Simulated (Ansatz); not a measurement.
AlCu3 in Ansatz: the effect of target pressure

The system is AlCu3.

```
Cu Al
1.0
     3.63738    0.00000    0.00000
     0.00000    3.63738    0.00000
     0.00000    0.00000    3.63738
Cu Al
3 1
Direct
  0.00000 0.50000 0.50000
  0.50000 0.00000 0.50000
  0.50000 0.50000 0.00000
  0.00000 0.00000 0.00000
```

The cell comes from a database or a generator and needn't be the stable form of this composition.

Alike in all runs:

- Program: Ansatz 0.2.0
- Task: relaxation of cell and atoms
- Functional: PBEsol
- Potentials or basis: Ansatz PAW
- Cutoff: 420 eV (not typed: the program's choice for these potentials)
- k mesh: 7 × 7 × 7
- Occupations: fermi-dirac, width 0.05 eV
- Spin: no spin polarisation

Each run relaxes the cell or the atoms first.

```csv
target pressure,relaxed volume (Å³/atom)
0 GPa,11.97
2 GPa,11.82
5 GPa,11.61
10 GPa,?
20 GPa,10.80
30 GPa,10.39
```

Task: What does the run with target pressure 10 GPa give?

Result: Relaxed volume 11.31 Å³/atom.

Worked out: In Murnaghan's law V^(-B') rises as a straight line in P. The other rows fit best with B' = 4.2, V0 = 11.97 Å³/atom and B0 = 155 GPa, which gives 11.31 Å³/atom at 10 GPa, against the run's 11.31.

Caveats: the plane-wave basis is chosen anew once the cell has moved, so the energies of steps on either side of that aren't comparable; the PAW data sets come from PBE, with cores solved anew for the run's functional, which leaves a small shift of forces and pressure.
